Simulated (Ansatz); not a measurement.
# LiH5: balancing the decomposition

Method: Ansatz, DFT PBE, scalar-relativistic, plane waves, PAW. All cells share a 420 eV cutoff and Γ-centred k meshes spaced at most about 0.3 Å⁻¹ (about 0.25 or finer for metals, 2π included). No spin polarisation.

Energies over the elements count from the elements' standard structures at the same level (H₂ as a molecule), with no fitted energy shifts.

These are static total energies at zero pressure. No dispersion correction is applied, so the spacing and binding between layers, chains or molecules are poorly described (LiH5 P6/mmm). With hydrogen, zero-point motion can shift formation energies by some tens of meV/atom.

A trial structure of LiH5 (reached from: SmNi5 type (P6/mmm) distorted into a subgroup, changed on relaxing; relaxed: space group P6/mmm (No. 191), a = 4.129 Å, c = 4.594 Å) has a formation energy of 0.428 eV/atom. At its composition the lowest mixture among the elements and 1 reference phase computed alike (others may be missing) consists of these:

| phase | source | ΔE_f (eV/atom) |
| --- | --- | --- |
| H2 (gas) | element | 0.000 |
| LiH (Fm-3m) | textbook type | -0.417 |

Task: Write the balanced decomposition and find its energy per atom, per formula unit and per mole of formula units.

Result: Balancing Li and H gives LiH5 → 2 H2 + LiH. The left side holds 6 atoms, and the products take 4/6 (H2) and 2/6 (LiH) of them. The mixture therefore lies at 4/6 × (0.000) + 2/6 × (-0.417) = -0.139 eV/atom. The reaction energy is -0.139 − (0.428) = -0.567 eV/atom. Times 6 atoms that is -3.402 eV per LiH5, and times 96.485 it is -328 kJ per mole of LiH5. Decomposition is downhill, so the trial structure is unstable against this mixture. Entropy of the gas would favour the products further at finite temperature.
